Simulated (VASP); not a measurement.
# Settings for Ta: core levels, initial state

Ta, slab, 5 atoms in the cell. PBEsol, core levels, initial state; PAW potentials Ta_pv (PBE set). VASP 6.6.1.

Wanted: core level below the reference within 0.02 eV.

POSCAR:
```
Ta
1.0
    2.8601008575      0.0000000000      0.0000000000
   -0.9533669525      2.6965289483      0.0000000000
    0.0000000000      0.0000000000     24.3410502851
Ta
5
Direct
    0.5000000000      0.5000000000      0.3081214620
    0.0000000000      0.0000000000      0.4040607310
    0.5000000000      0.5000000000      0.5000000000
    0.0000000000      0.0000000000      0.5959392690
    0.5000000000      0.5000000000      0.6918785380
```

The series start from ENCUT (eV): 350; k mesh: 17 × 17 × 1; EDIFF (eV): 1e-7; PREC: Accurate; LREAL: no; ALGO: Normal. Each series keeps the choices made before it, and each single choice may use up half of a tolerance.

## ENCUT (eV)

| ENCUT (eV) | Core level below the reference, largest deviation (eV) | SCF iterations | Time (s) |
|---|---|---|---|
| 250 | 0.025 | 28 | 64 |
| 300 | 0.022 | 28 | 74 |
| 350 | 0.008 | 28 | 118 |
| 400 | 0.004 | 28 | 145 |
| 450 | 0.003 | 28 | 151 |
| 600 (reference) | 0.000 | 28 | 275 |

## k mesh

| k mesh | Core level below the reference, largest deviation (eV) | SCF iterations | Time (s) |
|---|---|---|---|
| 3 × 3 × 1 | 0.103 | 31 | 25 |
| 4 × 4 × 1 | 0.151 | 28 | 29 |
| 5 × 5 × 1 | 0.075 | 29 | 36 |
| 6 × 6 × 1 | 0.090 | 29 | 43 |
| 8 × 8 × 1 | 0.025 | 29 | 56 |
| 9 × 9 × 1 | 0.016 | 28 | 62 |
| 12 × 12 × 1 | 0.021 | 28 | 87 |
| 14 × 14 × 1 | 0.021 | 28 | 102 |
| 17 × 17 × 1 | 0.015 | 28 | 118 |
| 20 × 20 × 1 | 0.005 | 28 | 194 |
| 24 × 24 × 1 (reference) | 0.000 | 26 | 251 |

## EDIFF (eV)

| EDIFF (eV) | Core level below the reference, largest deviation (eV) | SCF iterations | Time (s) |
|---|---|---|---|
| 0.0001 | 0.004 | 16 | 119 |
| 1e-5 | 0.002 | 18 | 135 |
| 1e-6 | 0.000 | 26 | 169 |
| 1e-7 | 0.000 | 28 | 194 |
| 1e-8 (reference) | 0.000 | 29 | 211 |

## PREC

| PREC | Core level below the reference, largest deviation (eV) | SCF iterations | Time (s) |
|---|---|---|---|
| Accurate | 0.000 | 16 | 119 |
| Normal | 0.000 | 16 | 86 |

## LREAL

| LREAL | Core level below the reference, largest deviation (eV) | SCF iterations | Time (s) |
|---|---|---|---|
| no | 0.000 | 16 | 119 |
| Auto | 0.000 | 16 | 220 |

## ALGO

| ALGO | Core level below the reference, largest deviation (eV) | SCF iterations | Time (s) |
|---|---|---|---|
| Normal | 0.000 | 16 | 119 |
| Fast | 0.007 | 17 | 148 |
| All | 0.039 | 28 | 196 |

## Question

The rows run from the loosest to the tightest (no order: PREC, LREAL, ALGO). For each series: choose the loosest value from which every tighter one stays within half of the tolerance; where there is no order, keep the first row unless others stay within half of the tolerance and take at least 30 % less time, and then take the fastest.

## Answer

- ENCUT (eV): 350
- k mesh: 20 × 20 × 1
- EDIFF (eV): 0.0001
- PREC: Accurate
- LREAL: no
- ALGO: Normal

## All choices together

| Input | Core level below the reference, largest deviation (eV) | Time (s) |
|---|---|---|
| defaults, on a 14 × 14 × 1 mesh (naive) | 0.031 | 15 |
| chosen settings | 0.006 | 119 |
| reference settings throughout | 0.000 | 588 |

The tolerance is met.

Values of the reference run: Core level below the reference: 19.27, 18.77, 18.68, 18.77, 19.27 eV below the Fermi level.

## The input

INCAR:
```
GGA = PS ; PREC = Accurate
ENCUT = 350 ; EDIFF = 1E-4
LREAL = False ; LASPH = True
ALGO = Normal ; NELM = 120
LWAVE = False ; LCHARG = False
ISMEAR = 0 ; SIGMA = 0.02
ICORELEVEL = 1 ; KPAR = 4
```

KPOINTS:
```
Automatic mesh
0
Gamma
  20 20 1
  0 0 0
```

Commands:
```
cat potpaw_PBE.64/Ta_pv/POTCAR > POTCAR
mpirun -np 4 vasp_std > vasp.out
```

Limits: Levels are depths of Ta 4f below the Fermi level, elements in the POSCAR's order; the Ta sites differ; a column by element shows the first atom in the POSCAR; at EDIFF = 0.0001 other algorithms end up to 1.9 times the tolerance apart, so this threshold passes by luck, and a tighter one is safer.

The chosen input took VASP 6.6.1 119 s on 4 cores (Intel Xeon Platinum 8259CL @ 2.50GHz (Skylake/Cascade Lake)), a shared host.

## An input that fails: threshold far too loose

It runs to its end, but against the unchanged starting input it is off by 0.118 eV in the core level below the reference.

Changes against the starting input:
```
- EDIFF = 1e-07
+ EDIFF = 0.01
```
